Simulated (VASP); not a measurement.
Runs of VASP 6.6.1 on ZnS (Wurtzite-2H). Symmetry: P6_3mc, No. 186, hexagonal system. Conventional cell: a = 3.811 Å, b = 3.811 Å, c = 6.234 Å, α = 90.00°, β = 90.00°, γ = 120.00°. Zn (site symmetry 3m) has 4 S at 2.31 to 2.40 Å as nearest neighbours. Around S (site symmetry 3m) lie 4 Zn at 2.31 to 2.40 Å. 

```tsv
task	level	cell	cutoff (eV)	gap on the mesh (eV)	pressure (GPa)	relaxed volume (Å³/atom)	largest force (eV/Å)
relaxation of cell and atoms	RPBE	relaxed	600	2.08	0.0	21.00	-
band structure	RPBE	as given	520	2.42	5.6	-	0.33
relaxation of cell and atoms	revPBE	relaxed	600	2.08	-0.1	20.80	-
relaxation of cell and atoms	PBEsol	relaxed	600	2.15	0.0	(b)	0.01
relaxation of cell and atoms	optB88-vdW	relaxed	600	2.02	0.0	(a)	-
```

Alike in all rows: potentials or basis VASP PAW PBE potentials, release 64 (Zn, S); no spin polarisation; k mesh 8 × 8 × 5; smearing fermi-dirac 0.05 eV.

Question: Fill in the values left out.

Answer: (a) 20.08; (b) 19.28.

Caveats: the PAW data sets were made with another functional, which shifts forces and pressure a little.

Runs at the PBE level aren't shown here.
